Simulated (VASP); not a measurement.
A run of VASP 6.6.1 is set up as follows.

Contents of INCAR:

```
SYSTEM = Al
AGGAC = 0.0
ALGO = Fast
EDIFF = 1E-6
ENCUT = 520
GGA = RE
ISIF = 2
ISMEAR = 1
LASPH = .True.
LCHARG = .True.
LELF = .True.
LREAL = .False.
LUSE_VDW = .True.
LWAVE = .False.
NELM = 60
PREC = Accurate
SIGMA = 0.1
```

Contents of KPOINTS:

```
k-points
0
Gamma
  12 12 12
  0 0 0
```

File POSCAR:

```
Al
1.0
   -1.5912186900      1.5912186900      1.5912186900
    1.5912186900     -1.5912186900      1.5912186900
    1.5912186900      1.5912186900     -1.5912186900
Al
1
Direct
    0.0000000000      0.0000000000      0.0000000000
```

Potentials or basis: VASP PAW PBE potentials, release 64 (Al).

Launch:

```sh
$ cat potpaw_PBE.64/Al/POTCAR > POTCAR
$ mpirun -np 1 vasp_std > vasp.out
```

Problem. Predict the band gap on the k mesh.

Solution. None (metal or under the smearing width).

Problem. What does it give for the pressure?

Solution. 6.4 GPa.

Caveat: the PAW data sets were made with another functional, which shifts forces and pressure a little.
